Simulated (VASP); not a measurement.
# Sn in VASP 6.6.1, single-point calculation

INCAR

```
MAXMIX = 5
EDIFF = 1E-7
SIGMA = 0.5
LREAL = .FALSE.
LASPH = .TRUE.
ISIF = 2
LCHARG = .FALSE.
NSW = 0
NELM = 120
PREC = Accurate
LWAVE = .FALSE.
NBANDS = 21
IBRION = -1
ENCUT = 520
ISMEAR = 0
GGA = PE
```

KPOINTS

```
KPOINTS created by Atomic Simulation Environment
0
Monkhorst-Pack
6 6 6
0 0 0
```

POSCAR

```
Sn
 1.0000000000000000
     0.0000000000000000    3.2844597802000002    3.4486827693000000
     3.2844597802000002    0.0000000000000000    3.4486827693000000
     3.2844597802000002    3.2844597802000002    0.0000000000000000
 Sn
   2
Cartesian
  0.0000000000000000  0.0000000000000000  0.0000000000000000
  1.6422298901000001  1.6422298901000001  1.7243413846500000
```

The recommended PBE PAW datasets give the neutral cell 28 valence electrons.

Command

```
mpirun -np 1 vasp_std
```

Problem. Predict the outcome of this run.

Solution. It converged. Results: gap between bands v and c on the k mesh -0.21 eV (bands overlap: a metal); least direct gap on the k mesh 0.27 eV; pressure -0.3 GPa. Band v is the last that the valence electrons fill when counted band by band, and c is the next.

OSZICAR

```
N       E                     dE             d eps       ncg     rms          rms(c)
DAV:   1     0.229484985331E+03    0.22948E+03   -0.14434E+04  2676   0.183E+03
DAV:   2     0.178337562357E+02   -0.21165E+03   -0.20727E+03  2666   0.451E+02
DAV:   3    -0.687275469581E+01   -0.24707E+02   -0.24568E+02  3101   0.141E+02
DAV:   4    -0.770291111007E+01   -0.83016E+00   -0.82976E+00  3036   0.289E+01
DAV:   5    -0.773677901148E+01   -0.33868E-01   -0.33867E-01  3905   0.545E+00    0.281E+00
DAV:   6    -0.770729053491E+01    0.29488E-01   -0.25167E-02  3584   0.200E+00    0.165E+00
DAV:   7    -0.769340722637E+01    0.13883E-01   -0.36603E-02  2861   0.203E+00    0.154E-01
DAV:   8    -0.769499958642E+01   -0.15924E-02   -0.51893E-03  2996   0.812E-01    0.502E-02
DAV:   9    -0.769541739473E+01   -0.41781E-03   -0.52632E-04  2977   0.142E-01    0.123E-02
DAV:  10    -0.769543825399E+01   -0.20859E-04   -0.36748E-05  3441   0.508E-02    0.610E-03
DAV:  11    -0.769544081290E+01   -0.25589E-05   -0.15002E-06  2654   0.987E-03    0.393E-03
DAV:  12    -0.769544350257E+01   -0.26897E-05   -0.27408E-06  2312   0.786E-03    0.556E-04
DAV:  13    -0.769544343854E+01    0.64031E-07   -0.78195E-08  2622   0.340E-03
   1 F= -.76954434E+01 E0= -.76772626E+01  d E =-.363616E-01
```

These settings aren't sound, so the numbers aren't properties of the crystal. The shifted mesh misses Γ, so a band edge there is missed.

On sound settings PBE gives a gap of -0.38 eV on its mesh and a pressure of -0.3 GPa for the intended cell.
